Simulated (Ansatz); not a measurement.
# BN: the cost of one run

Method: DFT PBE, scalar-relativistic, plane waves, PAW, in Ansatz 0.2.0.

**1. The starting structure**

Symmetry: R3m, No. 160, trigonal system. Conventional cell: a = 2.502 Å, b = 2.502 Å, c = 10.119 Å, α = 90.00°, β = 90.00°, γ = 120.00°. Around B (site symmetry 3m) lie 3 N at 1.44 Å. N (site symmetry 3m) is surrounded by 3 B at 1.44 Å.

Coordinates:

```xyz
64
Lattice="-5.0045 -2.8893 6.7459 5.0045 -2.8893 6.7459 0.0000 5.7787 6.7459" Properties=species:S:1:pos:R:3 pbc="T T T"
B    -2.5022   -1.4447   13.4884
B     2.5022    0.0000   10.1155
B     1.2511    2.1670   10.1155
B     0.0000    0.0000   10.1155
B     0.0000   -1.4447   13.4884
B     0.0000   -2.8893   16.8614
B     0.0000    1.4447    6.7426
B    -1.2511    0.7223   13.4884
B    -1.2511   -0.7223   16.8614
B     3.7534    0.7223   13.4884
B    -2.5022    1.4447   16.8614
B     2.5022    2.8893   13.4884
B     1.2511   -0.7223    6.7426
B     2.5022   -1.4447   13.4884
B    -2.5022    0.0000   10.1155
B     1.2511    0.7223   13.4884
B     1.2511   -0.7223   16.8614
B    -3.7534    0.7223   13.4884
B     0.0000    2.8893   13.4884
B     0.0000    1.4447   16.8614
B     0.0000    0.0000   20.2343
B     0.0000    4.3340   10.1155
B    -1.2511   -2.1670   10.1155
B    -1.2511   -3.6117   13.4884
B     3.7534   -2.1670   10.1155
B    -1.2511    2.1670   10.1155
B     2.5022    1.4447   16.8614
B    -2.5022    2.8893   13.4884
B     1.2511   -2.1670   10.1155
B     1.2511   -3.6117   13.4884
B    -3.7534   -2.1670   10.1155
B    -1.2511   -0.7223    6.7426
N    -2.5022   -1.4447    6.7401
N    -2.5022   -2.8893   10.1130
N    -3.7534   -0.7223   10.1130
N     0.0000    0.0000    3.3672
N     0.0000   -1.4447    6.7401
N     0.0000   -2.8893   10.1130
N     0.0000   -4.3340   13.4860
N    -1.2511    0.7223    6.7401
N    -1.2511   -0.7223   10.1130
N    -1.2511   -2.1670   13.4860
N    -2.5022    1.4447   10.1130
N    -2.5022    0.0000   13.4860
N    -3.7534    2.1670   13.4860
N     2.5022   -1.4447    6.7401
N     2.5022   -2.8893   10.1130
N     1.2511    0.7223    6.7401
N     1.2511   -0.7223   10.1130
N     1.2511   -2.1670   13.4860
N     0.0000    2.8893    6.7401
N     0.0000    1.4447   10.1130
N     0.0000    0.0000   13.4860
N     0.0000   -1.4447   16.8589
N    -1.2511    3.6117   10.1130
N    -1.2511    2.1670   13.4860
N    -1.2511    0.7223   16.8589
N     3.7534   -0.7223   10.1130
N     2.5022    1.4447   10.1130
N     2.5022    0.0000   13.4860
N     1.2511    3.6117   10.1130
N     1.2511    2.1670   13.4860
N     1.2511    0.7223   16.8589
N     3.7534    2.1670   13.4860
```

The runs take a perfect supercell of 64 atoms; the defect goes to fractional position (0.666, 0.166, 0.166).

**2. The perfect supercell**

Contents of input.yaml:

```yaml
crystal:
  lattice:
    - [-5.004487, -2.889342, 6.745869]
    - [5.004487, -2.889342, 6.745869]
    - [0.0, 5.778684, 6.745869]
  atoms:
    - { symbol: B, position: [0.999836, 0.499836, 0.499836] }
    - { symbol: B, position: [0.249836, 0.749836, 0.499836] }
    - { symbol: B, position: [0.249836, 0.499836, 0.749836] }
    - { symbol: B, position: [0.499836, 0.499836, 0.499836] }
    - { symbol: B, position: [0.749836, 0.749836, 0.499836] }
    - { symbol: B, position: [0.999836, 0.999836, 0.499836] }
    - { symbol: B, position: [0.249836, 0.249836, 0.499836] }
    - { symbol: B, position: [0.749836, 0.499836, 0.749836] }
    - { symbol: B, position: [0.999836, 0.749836, 0.749836] }
    - { symbol: B, position: [0.249836, 0.999836, 0.749836] }
    - { symbol: B, position: [0.999836, 0.499836, 0.999836] }
    - { symbol: B, position: [0.249836, 0.749836, 0.999836] }
    - { symbol: B, position: [0.249836, 0.499836, 0.249836] }
    - { symbol: B, position: [0.499836, 0.999836, 0.499836] }
    - { symbol: B, position: [0.749836, 0.249836, 0.499836] }
    - { symbol: B, position: [0.499836, 0.749836, 0.749836] }
    - { symbol: B, position: [0.749836, 0.999836, 0.749836] }
    - { symbol: B, position: [0.999836, 0.249836, 0.749836] }
    - { symbol: B, position: [0.499836, 0.499836, 0.999836] }
    - { symbol: B, position: [0.749836, 0.749836, 0.999836] }
    - { symbol: B, position: [0.999836, 0.999836, 0.999836] }
    - { symbol: B, position: [0.249836, 0.249836, 0.999836] }
    - { symbol: B, position: [0.749836, 0.499836, 0.249836] }
    - { symbol: B, position: [0.999836, 0.749836, 0.249836] }
    - { symbol: B, position: [0.249836, 0.999836, 0.249836] }
    - { symbol: B, position: [0.499836, 0.249836, 0.749836] }
    - { symbol: B, position: [0.499836, 0.999836, 0.999836] }
    - { symbol: B, position: [0.749836, 0.249836, 0.999836] }
    - { symbol: B, position: [0.499836, 0.749836, 0.249836] }
    - { symbol: B, position: [0.749836, 0.999836, 0.249836] }
    - { symbol: B, position: [0.999836, 0.249836, 0.249836] }
    - { symbol: B, position: [0.499836, 0.249836, 0.249836] }
    - { symbol: "N", position: [0.666381, 0.166381, 0.166381] }
    - { symbol: "N", position: [0.916381, 0.416381, 0.166381] }
    - { symbol: "N", position: [0.916381, 0.166381, 0.416381] }
    - { symbol: "N", position: [0.166381, 0.166381, 0.166381] }
    - { symbol: "N", position: [0.416381, 0.416381, 0.166381] }
    - { symbol: "N", position: [0.666381, 0.666381, 0.166381] }
    - { symbol: "N", position: [0.916381, 0.916381, 0.166381] }
    - { symbol: "N", position: [0.416381, 0.166381, 0.416381] }
    - { symbol: "N", position: [0.666381, 0.416381, 0.416381] }
    - { symbol: "N", position: [0.916381, 0.666381, 0.416381] }
    - { symbol: "N", position: [0.666381, 0.166381, 0.666381] }
    - { symbol: "N", position: [0.916381, 0.416381, 0.666381] }
    - { symbol: "N", position: [0.916381, 0.166381, 0.916381] }
    - { symbol: "N", position: [0.166381, 0.666381, 0.166381] }
    - { symbol: "N", position: [0.416381, 0.916381, 0.166381] }
    - { symbol: "N", position: [0.166381, 0.416381, 0.416381] }
    - { symbol: "N", position: [0.416381, 0.666381, 0.416381] }
    - { symbol: "N", position: [0.666381, 0.916381, 0.416381] }
    - { symbol: "N", position: [0.166381, 0.166381, 0.666381] }
    - { symbol: "N", position: [0.416381, 0.416381, 0.666381] }
    - { symbol: "N", position: [0.666381, 0.666381, 0.666381] }
    - { symbol: "N", position: [0.916381, 0.916381, 0.666381] }
    - { symbol: "N", position: [0.416381, 0.166381, 0.916381] }
    - { symbol: "N", position: [0.666381, 0.416381, 0.916381] }
    - { symbol: "N", position: [0.916381, 0.666381, 0.916381] }
    - { symbol: "N", position: [0.166381, 0.916381, 0.416381] }
    - { symbol: "N", position: [0.166381, 0.666381, 0.666381] }
    - { symbol: "N", position: [0.416381, 0.916381, 0.666381] }
    - { symbol: "N", position: [0.166381, 0.416381, 0.916381] }
    - { symbol: "N", position: [0.416381, 0.666381, 0.916381] }
    - { symbol: "N", position: [0.666381, 0.916381, 0.916381] }
    - { symbol: "N", position: [0.166381, 0.916381, 0.916381] }
basis:
  ecutwfc: 420
  fft_grid_basis: typed
kpoints:
  mp_grid: { grid: [3, 3, 3] }
hamiltonian:
  xc: pbe
  pseudopotentials: { kind: paw }
scf:
  occupations: { method: gaussian, width: 0.05 }
output:
  forces: true
  stress: false
  eigenvalues: true
  bader: false
  write_density: true
  volumetric_format: npy
```

Run with:

```
> ansatz run input.yaml --threads 4 --pin off --max-ram 10240MiB --backend cpu --events-out ev --progress --plain --runs-dir out
```

**Question.** How long does this run take on 4 threads of Arm Neoverse N1, shared host, and how much memory does it need?

About 25 s, with a peak of 2.3 GiB.
